**Question.** I sheared a SnO crystal in the plane of its b and c axes and got the results below. The stress looks like that of a simple spring. But a shear is supposed to change shape, not size, so why does a pressure build up? And why does the band gap shrink whichever way I shear? I'm also puzzled by the negative strains: are those rows compression?

SnO (space group Pmn2_1, 18.42 Å³ per atom) under engineering shear yz, in the plane of b and c, with fractional coordinates fixed. Ansatz 0.2.0, plane-wave PAW, scalar-relativistic PBEsol without spin polarisation, cutoff 420 eV, k mesh 8×6×8, Gaussian smearing 0.05 eV. Energies are free energies relative to the unstrained cell; pressure is positive in compression.

| strain | energy change (meV/atom) | tensile stress along pattern (GPa) | pressure (GPa) | gap on mesh (eV) |
| --- | --- | --- | --- | --- |
| -0.1 | 33.8 | -5.85 | 0.78 | 1.166 |
| -0.05 | 8.5 | -2.94 | 0.19 | 1.221 |
| 0 | 0.0 | 0.00 | -0.01 | 1.240 |
| 0.0125 | 0.5 | 0.73 | 0.01 | 1.239 |
| 0.025 | 2.1 | 1.47 | 0.04 | 1.235 |
| 0.0375 | 4.8 | 2.21 | 0.11 | 1.229 |
| 0.0625 | 13.2 | 3.67 | 0.30 | 1.210 |
| 0.075 | 19.0 | 4.40 | 0.44 | 1.198 |
| 0.0875 | 25.9 | 5.12 | 0.60 | 1.183 |

**Answer.** The negative rows are not compression. They are shears in the opposite direction, and the column "tensile stress along pattern" holds the shear stress, not a pull. The crystal has a glide plane perpendicular to b, which works like a mirror combined with a shift. It turns a shear one way into the same shear the other way, so −0.1 also tells you what happens at +0.1.

That symmetry sets the shape of every curve. The shear stress must change sign with the strain, so it can start in proportion to it. Energy and pressure must be the same for both directions, so they can only start with the square of the strain. This is why, at a strain of 0.0125, the stress is already 0.73 GPa while the pressure has barely moved.

For a spring, the energy per volume is u = ½Cγ², where γ is the strain and C the shear modulus. The unrounded stress at γ = 0.0125, 0.735 GPa, gives C = 58.8 GPa. At γ = −0.1 this predicts u = ½ × 58.8 × 0.01 = 0.294 GPa. Multiplied by 18.42 Å³ an atom, with 1 eV/Å³ = 160.2 GPa, that is 33.8 meV/atom, just what the table has, although that row played no part in finding C. The other energies agree equally well, so the crystal stays a good spring up to 10 % shear.

The pressure comes from asking how this spring depends on the size of the cell. Pressure is the energy released per unit of volume when the cell is allowed to expand. The unsheared cell is almost free of pressure, so what counts is how the shear energy changes with volume. If it varies as V^−Γ, where V is the volume of the cell before it is sheared and Γ a pure number, the pressure is P = Γu: a sheared crystal pushes outwards if the same shear would cost less in a larger cell.

A straight line of pressure against shear energy per volume, fitted to all nine rows, gives Γ ≈ 2.7 and follows the pressures to within 0.005 GPa. In words, making the cell 1 % smaller should raise the cost of a given shear by about 2.7 %. This is read off the pressures themselves; no cell of another size was sheared. The analysis printed below gives the details. A part of this is a matter of size after all: the shear applied here tilts both axes equally, which shrinks the volume slightly, by 0.25 % at −0.1. To give the whole pressure, that contraction would need a bulk modulus of 316 GPa, more than five times the shear modulus found here. No bulk modulus was computed, but the contraction is expected to explain only a part. The slope Γ includes that part. The push is far from even, though: at −0.1 the normal stress is 1.23 GPa along b and 0.98 GPa along a, the axis the shear leaves alone, but only 0.14 GPa along c, and the printed pressure is the average over the three axes.

The rest of the push probably comes from the bonds. Shear shortens some contacts and lengthens their mirror partners by nearly the same amount; the shortest distance falls from 2.13 to 2.06 Å at −0.1. A chemical bond resists being squeezed more strongly than being stretched. In the energy, the extra cost of the squeezed bond is largely offset by the lower cost of the stretched one, so the total still looks like a perfect spring. In the forces there is no such cancellation: the squeezed bond pushes harder than its partner pulls, and a net outward push remains. Each bond pushes along its own direction, which would make the push uneven, and the push along a needs bonds that lean along a. Bond angles change as well, and these runs don't separate bending from stretching.

The gap follows the same symmetry. It falls by 19 meV at −0.05 and by 74 meV at −0.1, so twice the shear costs about four times as much gap. A fall in direct proportion to the strain would have meant band edges that split as soon as the shear begins, and it fits the rows far worse. Symmetry doesn't decide whether the gap should fall or rise. My guess is that shear mixes each band-edge state with other bands on its own side of the gap and so drives the two edges towards each other, perhaps helped by the slight contraction, but the bands would have to be examined to test this. Trust the change more than the gap itself, since the k mesh can miss the true band edges and PBEsol usually makes gaps too small.

Before you use the modulus for a real film or crystal, note that the atoms were carried along with the cell and not allowed to settle. At −0.1 the forces on them have components of up to 0.8 eV/Å. Letting them move can only lower the energy of the sheared cell, so 58.8 GPa is an upper limit to the stiffness that this functional would give for slow shearing. The limit may be far from tight: forces of this size can be expected to release a good share of the energy, and the structure appears to be built of layers stacked along b, which this shear could simply slide past each other. The modulus also belongs to this polymorph, not to the common litharge form of SnO. The open question is how much of the stiffness, and of the outward push, survives once the atoms relax at each strain.

Numerical output:

```
Stress over strain at strain 0.0125, GPa: 58.83
Stress over strain at strain -0.1, GPa: 58.47
Fall of stress over strain between these, %: 0.618
Work-conjugate stress over strain at -0.1, GPa: 58.81
Energy at -0.1 predicted from modulus at 0.0125, meV/atom: 33.82
Largest miss of that prediction in any row, meV/atom: 0.04555
Shortest distance lost at -0.05 and at -0.1, A: 0.036, 0.071
Shear energy per volume at -0.1, GPa: 0.294
Volume contraction of a symmetric shear at -0.1, %: 0.25
Bulk modulus needed if contraction gave all the pressure, GPa: 316
Normal stresses xx yy zz at -0.1, GPa compression positive: 0.9783, 1.232, 0.1424
Gap lost at -0.05 and at -0.1, meV: 19, 74
Largest force component at -0.1, eV/A: 0.797
fit of pressure on 9 rows: constant -0.006029 +/- 0.0017, coefficient of dens 2.681 +/- 0.012; rms 0.00309, worst 0.0125 -0.00437, leave-one-out rms 0.00406
fit of gap_on_mesh on 9 rows: constant 1.24 +/- 0.0002, coefficient of g2 -7.402 +/- 0.04; rms 0.000355, worst 0.0625 0.000746, leave-one-out rms 0.000473
fit of gap_on_mesh on 9 rows: constant 1.251 +/- 0.0045, coefficient of abs(strain) -0.7427 +/- 0.076; rms 0.00649, worst 0.0 0.0106, leave-one-out rms 0.00932
```
